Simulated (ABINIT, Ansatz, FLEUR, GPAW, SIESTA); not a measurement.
One calculation of V, 6 ways

```
V
1.0
    -1.51699    1.52013    1.57756
     1.49873   -1.47807    1.51724
     1.50658    1.46766   -1.53549
V
1
Cartesian
  -0.0105 0.0071 0.0249
```

The given cell was strained at random by a few per cent at fixed volume.

Alike in all runs: task single point; functional PBEsol; k mesh 12 × 12 × 12; occupations fermi-dirac, width 0.05 eV; collinear spin, ferromagnetic start; no spin-orbit coupling. Pressure is positive in compression and, in plane waves, holds the error of the finite cutoff, which Ansatz's Pulay term estimates and takes out.

| program and potentials | plane-wave cutoff (eV) | notes | band gap (eV) | pressure (GPa) | net moment per atom (μB) | energy over the undisturbed cell (meV/atom) |
| --- | --- | --- | --- | --- | --- | --- |
| Ansatz, Ansatz PAW | 420 | potentials made for PBE, which Ansatz adapts in part; Pulay term of +0.06 GPa included | no gap | -11.99 | 0.00 | 3.87 |
| SIESTA, files PseudoDojo sr-pbesol-0.4.1-standard, DZP (energy shift 0.003 Ry; two zetas on semicore shells) | - | atomic basis | no gap | -11.51 | 0.00 | 4.80 |
| GPAW, PAW data sets generated for this functional | 600 | - | no gap | -10.66 | 0.00 | 4.16 |
| FLEUR, all-electron, FLAPW | - | - | no gap | - | 0.00 | 3.83 |
| ABINIT, PseudoDojo NC SR PBEsol v0.4.1 standard | 1143 | - | no gap | -11.94 | 0.00 | - |
| Ansatz, all-electron LAPW, scalar-relativistic | - | - | no gap | -12.03 | 0.00 | - |

None finds a gap. The pressure spans -12.03 (Ansatz, all-electron LAPW, scalar-relativistic) to -10.66 GPa (GPAW, PAW data sets generated for this functional), with all-electron results at -12.03. All agree on the net moment per atom. The cell lies far from this level's equilibrium. The state is the one that the start led to, which needn't be the lowest. Rows in atomic bases carry the error of their basis and grid, which can be large.

Differences between rows come from potentials, basis sets and numerical settings, since the functional is the same but for its coding. Runs on potential files found faulty are left out.
